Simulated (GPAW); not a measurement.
## Sb in GPAW: the effect of functional

The system is Sb, a slab with vacuum.

```
Sb
1.0
     3.36900    0.00000    0.00000
    -1.68450    2.91764    0.00000
     0.00000    0.00000   30.99000
Sb
7
Direct
  0.66667 0.33333 0.24201
  0.33333 0.66667 0.32801
  0.66667 0.33333 0.41400
  0.33333 0.66667 0.50000
  0.66667 0.33333 0.58600
  0.33333 0.66667 0.67199
  0.66667 0.33333 0.75799
```

The slab is cut from a database's or a generator's crystal, which needn't be the stable form of the element.

The cell isn't the ideal one: the (0 0 1) slab of Sb, cut from the database cell, not relaxed.

Alike in all runs:

* Program: GPAW 26.7.0
* Task: single point
* Cutoff: 450 eV
* Basis: pw
* k mesh: 9 × 9 × 1
* Occupations: fermi-dirac, width 0.05 eV
* Spin: no spin polarisation

```csv
functional,potentials or basis,largest force (eV/Å),work function (eV)
LDA,the program's PAW data sets (release 1.2.1) made for this functional,0.46,4.41
PBEsol,PAW data sets generated in the run's folder for this functional,0.38,4.23
RPBE,the program's PAW data sets (release 1.2.1) made for this functional,0.37,4.03
r2SCAN,GPAW PAW data sets (gpaw-data 1.2.1),0.41,4.25
vdW-DF-cx,GPAW PAW data sets (gpaw-data 1.2.1),0.34,4.29
BEEF-vdW,GPAW PAW data sets (gpaw-data 1.2.1),?,?
revPBE,the program's PAW data sets (release 1.2.1) made for this functional,0.37,4.04
WC,PAW data sets generated in the run's folder for this functional,0.36,4.22
```

Task: What does the run with functional BEEF-vdW give?

Result: Largest force 0.35 eV/Å; work function 4.35 eV.

Caveats: the PAW data sets were made with another functional, which shifts forces and pressure a little (some runs).

Runs at the PBE level aren't shown here.
